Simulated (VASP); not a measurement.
Input of a VASP 6.6.1 run:

Contents of POSCAR:

```
WSe2                                    
1.0
    3.2872502710      0.0000000000      0.0000000000
   -1.6436251355      2.8468422449      0.0000000000
    0.0000000000      0.0000000000     21.3462600000
  Se              W             
     2     1
Direct
     0.3333333300000021    0.6666666699999979    0.4209905796683628
     0.3333333300000021    0.6666666699999979    0.5790094203316372
     0.6666666699999979    0.3333333300000021    0.5000000000000000
```

INCAR.step1

```
SYSTEM = WSe2
PREC = Accurate
ENCUT = 520
EDIFF = 1E-5
ISMEAR = 0
SIGMA = 0.03
LREAL = .FALSE.
LASPH = .TRUE.
NELM = 80
ALGO = Normal
ISIF = 2
LWAVE = .TRUE.
LCHARG = .FALSE.
MAGMOM = 0 0 0 0 0 0 0 0 0
LORBIT = 11
LSORBIT = .TRUE.
GGA_COMPAT = .FALSE.
LMAXMIX = 4
LDIPOL = .TRUE.
IDIPOL = 3
DIPOL = 0.5 0.5 0.500
NBANDS = 41
LVHAR = .TRUE.
LVACPOTAV = .TRUE.
KPAR = 4
GGA = PE
```

Contents of INCAR.step2:

```
SYSTEM = WSe2
PREC = Accurate
ENCUT = 520
EDIFF = 1E-6
ISMEAR = 0
SIGMA = 0.03
LREAL = .FALSE.
LASPH = .TRUE.
NELM = 80
ALGO = Normal
ISIF = 2
LWAVE = .FALSE.
LCHARG = .FALSE.
MAGMOM = 0 0 0 0 0 0 0 0 0
LORBIT = 11
LSORBIT = .TRUE.
GGA_COMPAT = .FALSE.
LMAXMIX = 4
LDIPOL = .TRUE.
IDIPOL = 3
DIPOL = 0.5 0.5 0.500
GGA = PE
LHFCALC = .TRUE.
HFSCREEN = 0.2
PRECFOCK = Fast
NBANDS = 41
LVHAR = .TRUE.
LVACPOTAV = .TRUE.
KPAR = 4
ISTART = 1
```

File KPOINTS:

```
Automatic mesh
0
G
  6 6 1
  0 0 0
```

File KPOINTS_OPT:

```
explicit points
3
Reciprocal
 0.0000000000  0.0000000000  0.0000000000 1
 0.5000000000  0.0000000000  0.0000000000 1
 0.3333333300  0.3333333300  0.0000000000 1
```

Potentials or basis: VASP PAW PBE potentials, release 64 (Se, W_sv).

Command:

```console
$ cat potpaw_PBE.64/Se/POTCAR potpaw_PBE.64/W_sv/POTCAR > POTCAR
$ cp INCAR.step1 INCAR
$ mpirun -np 4 vasp_ncl > vasp.out
$ cp INCAR.step2 INCAR
$ mpirun -np 4 vasp_ncl > vasp.out
```

Problem. What does it give for the work function of the lower face?

Solution. 4.86 eV.

Problem. Estimate the work function of the upper face.

Solution. 4.86 eV.

Forces on the atoms (eV/Å):
```
Se   0.000  0.000  0.473
Se   0.000  0.000 -0.473
W    0.000  0.000  0.000
```

Caveat: the k mesh is coarse (spacing up to 0.37 Å⁻¹), so the values aren't converged, least of all with exact exchange; the PAW data sets were made with another functional, which shifts forces and pressure a little.
